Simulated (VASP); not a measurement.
Set up this calculation in VASP 6.6.1, as the native input.

- Task: vibrations by finite differences
- Functional: PBE
- Potentials or basis: VASP PAW PBE potentials, release 64 (Si, Mo_sv)
- Cutoff: 350 eV
- k mesh: 18 × 18 × 18
- Occupations: gaussian, width 0.1 eV
- Spin: no spin polarisation
- Ions in elastic constants: relaxed
- Further INCAR settings: ALGO = Normal; EDIFF = 1e-08; NBANDS = 18; IBRION = 6; POTIM = 0.015; NSW = 1; ISIF = 3

The structure of Si2Mo lies in POSCAR:

```
Si2Mo                                   
1.0
   -1.6070000807      1.6070000807      3.9336881624
    1.6070000807     -1.6070000807      3.9336881624
    1.6070000807      1.6070000807     -3.9336881624
  Si              Mo            
     2     1
Direct
     0.3350250979710694    0.3350250979710694    0.0000000000000000
     0.6649749020289306    0.6649749020289306    0.0000000000000000
     0.0000000000000000    0.0000000000000000    0.0000000000000000
```

These files were run (other wordings do the same):

INCAR

```
SYSTEM = Si2Mo
PREC = Accurate
ENCUT = 350
EDIFF = 1E-8
ISMEAR = 0
SIGMA = 0.1
LREAL = .FALSE.
LASPH = .TRUE.
NELM = 60
ALGO = Normal
ISIF = 3
LWAVE = .FALSE.
LCHARG = .FALSE.
GGA = PE
NBANDS = 18
IBRION = 6
NFREE = 2
POTIM = 0.015
NSW = 1
KPAR = 4
```

KPOINTS

```
regular mesh
0
G
  18 18 18
  0 0 0
```

Potentials or basis: VASP PAW PBE potentials, release 64 (Si, Mo_sv).

The run is started by

```sh
$ cat potpaw_PBE.64/Si/POTCAR potpaw_PBE.64/Mo_sv/POTCAR > POTCAR
$ mpirun -np 4 vasp_std > vasp.out
```

It gave:

```json
{
  "Voigt bulk modulus": "208 GPa",
  "Highest phonon frequency at Γ": "426 cm⁻¹"
}
```

Caveat: elastic constants of metals need much finer meshes, so these are rough.

Run time: 17 min on 4 MPI ranks on Intel(R) Xeon(R) 6975P-C (Granite Rapids) (shared host), peak memory 0.99 GiB a rank.
